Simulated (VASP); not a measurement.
# Results of a VASP single-point calculation on Sn (strained diamond)

POSCAR

```
Sn
 1.0000000000000000
     0.0000000000000000    3.2844597792000001    3.2844597792000001
     3.4503249980000001    0.0000000000000000    3.2844597792000001
     3.4503249980000001    3.2844597792000001    0.0000000000000000
 Sn
   2
Cartesian
  0.0000000000000000  0.0000000000000000  0.0000000000000000
  1.7251624989999998  1.6422298896000003  1.6422298896000003
```

```
gap between bands v and c : -0.19 eV (bands overlap: a metal)
least direct gap          : 0.00 eV
```

Band v is the last that the valence electrons fill when counted band by band, and c is the next. Levels in eV from the top of v:

| point | v−1 | v | c | c+1 |
| --- | --- | --- | --- | --- |
| Γ | -0.34 | 0.00 | 0.00 | 2.03 |
| X | -2.60 | -2.60 | 0.78 | 0.78 |
| K | -3.33 | -2.26 | 1.02 | 3.14 |
| L | -1.43 | -1.08 | -0.19 | 3.15 |
| W | -3.03 | -3.03 | 2.96 | 2.96 |

Problem. Which of these levels of theory gave these results?
A. PBE0
B. PBE
C. PBEsol
D. HSE06
E. LDA
F. PBE with spin–orbit coupling
G. r²SCAN

Solution. G.

The INCAR was:

```
LREAL = .FALSE.
LASPH = .TRUE.
EDIFF = 1E-7
NBANDS = 21
ISMEAR = -1
PREC = Accurate
ENCUT = 520
LCHARG = .TRUE.
ISIF = 2
LWAVE = .FALSE.
NSW = 0
LELF = .TRUE.
ALGO = Normal
METAGGA = R2SCAN
SIGMA = 0.02
IBRION = -1
NELM = 120
```
